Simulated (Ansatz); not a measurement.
# GaP under changes of volume

One of the cells (20.240 Å³/atom); the others are scaled copies at fixed shape and fractional positions:

```
Ga P
1.0
     0.00000    2.72525    2.72525
     2.72525    0.00000    2.72525
     2.72525    2.72525    0.00000
Ga P
1 1
Direct
  0.00000 0.00000 0.00000
  0.75000 0.75000 0.75000
```

| Property | Result |
| --- | --- |
| Program | Ansatz 0.2.0 |
| Functional | PBE |
| Potentials or basis | SPMS NC |
| Cutoff | 925 eV (not typed: the program's choice for these potentials) |
| k mesh | 8 × 8 × 8 |
| Occupations | fermi-dirac, width 0.05 eV |
| Spin | no spin polarisation |

```tsv
volume (Å³/atom)	energy over the lowest point (meV/atom)	pressure (GPa)	gap on the mesh (eV)
19.026	48.48	9.0	1.52
19.431	28.75	6.7	1.57
19.836	14.57	4.6	1.61
20.240	?	?	?
20.645	0.67	1.0	1.61
21.050	0.00	-0.5	1.50
21.455	2.95	-1.8	1.34
```

**Question.** What does the run at 20.240 Å³/atom give?

**Answer.** Energy over the lowest point 5.38 meV/atom; pressure 2.7 GPa; gap on the mesh 1.64 eV.

Worked out: A Birch-Murnaghan fit of order 3 (a polynomial in V^(-2/3)) to the other rows has its minimum at 20.92 Å³/atom with B0 = V·E''(V) = 77 GPa and B' = 4.4. It gives 5.39 meV/atom at 20.240 Å³/atom, against the run's 5.38, and -dE/dV = 2.7 GPa, against 2.7. A parabola through the other rows of the gap, of slope -1.37 eV per unit of ln V there, gives 1.63 eV, against the run's 1.64.

Energies are extrapolated to zero smearing.

A mesh can miss the band edges. Spin-orbit coupling on Ga is left out.
